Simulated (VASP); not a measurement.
Wanted: the native input for a VASP 6.6.1 run.

| Quantity | Value |
| --- | --- |
| Task | relaxation of cell and atoms |
| Functional | PBE |
| Potentials or basis | VASP PAW PBE potentials, release 64 (Ge) |
| Cutoff | 300 eV |
| k mesh | 6 × 6 × 3 |
| Occupations | gaussian, width 0.03 eV |
| Spin | no spin polarisation |
| Further INCAR settings | ALGO = Normal; EDIFF = 1e-07; IBRION = 2; EDIFFG = -0.005; NSW = 90; ISIF = 3 |

The structure of Ge lies in POSCAR:

```
Ge                                      
1.0
    4.0790911075     -0.0000000000      0.0000000000
   -2.0395455538      3.5325965235      0.0000000000
   -0.0000000000      0.0000000000      6.7137019541
  Ge            
     4
Direct
     0.6666666699999979    0.3333333300000021    0.0628580544252589
     0.3333333300000021    0.6666666699999979    0.5628580544252590
     0.6666666699999979    0.3333333300000021    0.4371419455747411
     0.3333333300000021    0.6666666699999979    0.9371419455747410
```

This isn't the form of Ge at room conditions, which is diamond.

The input as run:

INCAR

```
SYSTEM = Ge
PREC = Accurate
ENCUT = 300
EDIFF = 1E-7
ISMEAR = 0
SIGMA = 0.03
LREAL = .FALSE.
LASPH = .TRUE.
NELM = 80
ALGO = Normal
ISIF = 3
LWAVE = .FALSE.
LCHARG = .FALSE.
GGA = PE
IBRION = 2
NSW = 90
EDIFFG = -0.005
```

KPOINTS

```
Automatic mesh
0
G
  6 6 3
  0 0 0
```

Potentials or basis: VASP PAW PBE potentials, release 64 (Ge).

Launch:

```sh
$ cat potpaw_PBE.64/Ge/POTCAR > POTCAR
$ mpirun -np 1 vasp_std > vasp.out
```

It gave:

```json
{
 "Pressure after relaxing": "0.0 GPa",
 "Band gap on the k mesh": "0.24 eV, indirect (least direct gap 0.24 eV)"
}
```

Caveat: the relaxation stopped at its first step, so nothing moved; an odd mesh through Γ misses points on the zone boundary, where band edges often lie.

Wall time 5.8 s on 1 thread of Intel(R) Xeon(R) 6975P-C (Granite Rapids), on a shared host, peak memory 0.15 GiB.
